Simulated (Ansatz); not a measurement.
## What strain does to AlN (F-43m)

AlN (F-43m) from a database structure, relaxed with r2SCAN in Ansatz 0.2.0. The symmetry is F-43m (No. 216, cubic); conventional cell a = 4.370 Å, 10.43 Å³ an atom. Al has 4 N at 1.89 Å; N has 4 Al at 1.89 Å.

The axes x, y and z are those of this cell:
```xyz
2
Lattice="0.0000 2.1849 2.1849 2.1849 0.0000 2.1849 2.1849 2.1849 0.0000" Properties=species:S:1:pos:R:3 pbc="T T T"
Al    0.0000    0.0000    0.0000
N     3.2773    3.2773    3.2773
```

Unstrained: With PBE the valence top lies at Γ and the conduction bottom at X, 3.325 eV higher; the smallest vertical gap, at Γ, is 4.176 eV. With r2SCAN the valence top lies at Γ and the conduction bottom at X, 3.941 eV higher; the smallest vertical gap, at Γ, is 4.842 eV. With HSE06 the valence top lies at Γ and the conduction bottom at X, 4.552 eV higher; the smallest vertical gap, at Γ, is 5.547 eV. Meshes: PBE 10×10×10, r2SCAN 10×10×10, HSE06 8×8×8. Strains are changes of length per length. After each strain the atoms were relaxed again with r2SCAN within the symmetry that the strain leaves, so tilts or polar shifts that break it weren't tested; points keep the names that they have in the unstrained zone. No spin polarisation and no zero-point or thermal motion.

Changes of the least gap in eV (an overlap counts as a negative gap):

| strain | volume change (%) | space group | PBE | r2SCAN | HSE06 | energy rise, r2SCAN (meV/atom) |
| --- | --- | --- | --- | --- | --- | --- |
| uniaxial -5.56 % along z | -5.6 | I-4m2 | -0.272 | -0.264 | -0.257 | 31.4 |
| uniaxial +0.3 % along y | +0.3 | I-4m2 | -0.010 | -0.011 | -0.012 | 0.1 |

Uniaxial -5.56 % along z, other directions held. HSE06: the gap goes from 4.552 to 4.295 eV (-0.257 eV); with r2SCAN the top three valence levels at Γ, degenerate before, become 1+2 from the top over 221 meV. Stress change with r2SCAN, compression positive: xx +10.95, yy +10.95, zz +17.40 GPa.

Uniaxial +0.3 % along y, other directions held. HSE06: the gap goes from 4.552 to 4.540 eV (-0.012 eV); with r2SCAN the top three valence levels at Γ, degenerate before, become 2+1 from the top over 13 meV. Stress change with r2SCAN, compression positive: xx -0.48, yy -0.92, zz -0.48 GPa.

The meshes of the hybrids are coarse, so their gaps aren't converged to the digits shown.

The splittings at Γ are without spin-orbit coupling, which regroups them where it is of like size or larger.
